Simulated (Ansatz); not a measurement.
# MoS2: response to strain

MoS2 is deformed so: zz strain of -2 %. What stress and forces result, by LAPW, PAW and all-electron datasets made for the crystal?

Computed with Ansatz 0.2.0 (DFT PBE, scalar-relativistic, unless a step's input says otherwise).

### 1 The structure to begin with

It takes space group P6_3/mmc (No. 194, hexagonal). Conventional cell: a = 3.161 Å, b = 3.161 Å, c = 12.295 Å, α = 90.00°, β = 90.00°, γ = 120.00°. Mo (site symmetry -6m2) has 6 S at 2.37 Å as nearest neighbours. S (site symmetry 3m) has 3 Mo at 2.37 Å as nearest neighbours.

As a file:

```
CELL_PARAMETERS angstrom
3.16100 0.00000 0.00000
-1.58050 2.73751 0.00000
0.00000 0.00000 12.29500
ATOMIC_POSITIONS crystal
Mo 0.33333 0.66667 0.25000
Mo 0.66667 0.33333 0.75000
S 0.33333 0.66667 0.62750
S 0.66667 0.33333 0.12750
S 0.33333 0.66667 0.87250
S 0.66667 0.33333 0.37250
```

Atoms are numbered in the order of the input: Mo1, Mo2, S3, S4, S5, S6.

### 2 After the deformation

Space group P6_3/mmc before, P6_3/mmc after.

### 3 All-electron LAPW

Contents of input.yaml:

```yaml
crystal:
  lattice:
    - [3.1610016016, 0.0, 0.0]
    - [-1.5805008008, 2.7375076884, 0.0]
    - [0.0, 0.0, 12.0491]
  atoms:
    - { symbol: Mo, position: [0.3333333333, 0.6666666667, 0.25] }
    - { symbol: Mo, position: [0.6666666667, 0.3333333333, 0.75] }
    - { symbol: S, position: [0.3333333333, 0.6666666667, 0.6275] }
    - { symbol: S, position: [0.6666666667, 0.3333333333, 0.1275] }
    - { symbol: S, position: [0.3333333333, 0.6666666667, 0.8725] }
    - { symbol: S, position: [0.6666666667, 0.3333333333, 0.3725] }
kpoints:
  mp_grid: { grid: [10, 10, 3] }
  band_path:
    path:
      - [0.0, 0.0, 0.0]
      - [0.5, 0.0, 0.0]
      - [0.3333333333, 0.3333333333, 0.0]
      - [0.0, 0.0, 0.0]
      - [0.0, 0.0, 0.5]
      - [0.5, 0.0, 0.5]
      - [0.3333333333, 0.3333333333, 0.5]
      - [0.0, 0.0, 0.5]
      - [0.5, 0.0, 0.5]
    npoints: 5
scf:
  occupations: { method: fermi_dirac, width: 0.03 }
hamiltonian:
  xc: pbe
  pseudopotentials: { kind: all_electron, lapw: { basis_error: 0.001 } }
output:
  forces: true
  stress: true
  eigenvalues: true
```

The run is started by

```bash
$ ansatz run input.yaml --threads 2 --pin off --max-ram 6144MiB --backend cpu --events-out ev --progress --plain --runs-dir out
```

### 4 PAW on the default files

input.yaml: that of step 3 with these lines changed.

```diff
@@ -14,14 +14,2 @@
   mp_grid: { grid: [10, 10, 3] }
-  band_path:
-    path:
-      - [0.0, 0.0, 0.0]
-      - [0.5, 0.0, 0.0]
-      - [0.3333333333, 0.3333333333, 0.0]
-      - [0.0, 0.0, 0.0]
-      - [0.0, 0.0, 0.5]
-      - [0.5, 0.0, 0.5]
-      - [0.3333333333, 0.3333333333, 0.5]
-      - [0.0, 0.0, 0.5]
-      - [0.5, 0.0, 0.5]
-    npoints: 5
 scf:
@@ -30,3 +18,3 @@
   xc: pbe
-  pseudopotentials: { kind: all_electron, lapw: { basis_error: 0.001 } }
+  pseudopotentials: { kind: paw }
 output:
@@ -35 +23,6 @@
   eigenvalues: true
+  efg: { contact_densities: true }
+  write_density: true
+  write_potential: true
+  elf: true
+  volumetric_format: npy
```

### 5 Datasets made for this crystal

input.yaml: that of step 4 with these lines changed.

```diff
@@ -18,3 +18,3 @@
   xc: pbe
-  pseudopotentials: { kind: paw }
+  pseudopotentials: { kind: all_electron, datasets: crystal }
 output:
@@ -24,5 +24 @@
   efg: { contact_densities: true }
-  write_density: true
-  write_potential: true
-  elf: true
-  volumetric_format: npy
```

(Steps that only read results are left out.)

Before running it: what results should come out? Wanted: pressure; largest shear or deviatoric stress.

As calculated:

| quantity | value |
| --- | --- |
| pressure | LAPW 12.83, PAW 12.81, crystal datasets 12.82 GPa |
| largest shear or deviatoric stress (LAPW) | 7.14 GPa |

In words: The largest part of the stress beyond the pressure is 7.14 GPa in size, in the zz component; the atoms are carried along and not relaxed. No run of the undeformed cell stands beside it, so the pressure holds what the given cell had before the change. PAW: stress within 0.02 GPa of LAPW, forces within 1 meV/Å. Crystal datasets: stress within 0.01 GPa of LAPW, forces within 1 meV/Å.
